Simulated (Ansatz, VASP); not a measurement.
# BeTe: VASP beside Ansatz

File INCAR:

```
SYSTEM = BeTe
  PREC = Accurate
  ENCUT = 520
  EDIFF = 1E-6
  ISMEAR = 0
  SIGMA = 0.017
  LREAL = .FALSE.
  LASPH = .TRUE.
  NELM = 100
  ALGO = Normal
  ISIF = 2
  LWAVE = .FALSE.
  LCHARG = .FALSE.
  GGA = PE
```

The input KPOINTS:

```
regular mesh
0
G
  8 8 8
  0 0 0
```

POSCAR

```
BeTe
1.0
    0.0000000000      2.7700000000      2.7700000000
    2.7700000000      0.0000000000      2.7700000000
    2.7700000000      2.7700000000      0.0000000000
Te Be
1 1
Direct
    0.7500000000      0.7500000000      0.7500000000
    0.0000000000      0.0000000000      0.0000000000
```

File input.yaml:

```yaml
crystal:
  lattice:
    - [0.0, 2.77, 2.77]
    - [2.77, 0.0, 2.77]
    - [2.77, 2.77, 0.0]
  atoms:
    - { symbol: Te, position: [0.75, 0.75, 0.75] }
    - { symbol: Be, position: [0.0, 0.0, 0.0] }
hamiltonian:
  xc: pbe
  pseudopotentials: { kind: paw }
kpoints:
  mp_grid: { grid: [8, 8, 8] }
scf:
  occupations: { method: gaussian, width: 0.017 }
output:
  forces: true
  stress: true
  eigenvalues: true
  write_density: true
  write_potential: true
  elf: true
  volumetric_format: npy
```

Alike in both runs: task single point; functional PBE; k mesh 8 × 8 × 8; occupations gaussian, width 0.017 eV; no spin polarisation.

|  | VASP | Ansatz |
| --- | --- | --- |
| version | VASP 6.6.1 | Ansatz 0.2.0 |
| potentials or method | VASP PAW PBE potentials, release 64 (Te, Be) | Ansatz PAW |
| plane-wave cutoff (eV) | 520 | 420 |
| valence electrons in the cell | 8 | 18 |

```tsv
	VASP	Ansatz	Ansatz less VASP
gap on the k mesh at the Fermi level (eV)	1.85	1.86	+0.016
least direct gap on the mesh (eV)	3.56	3.59	+0.022
pressure (GPa)	4.5	4.3	-0.18
```

The two sets of potentials don't hold the same shells in valence.

Caveats: spin-orbit coupling is left out, which moves the levels of the heavy elements. A k mesh can miss the band edges. A hybrid or GW would open this gap; PBE tends to underestimate it.
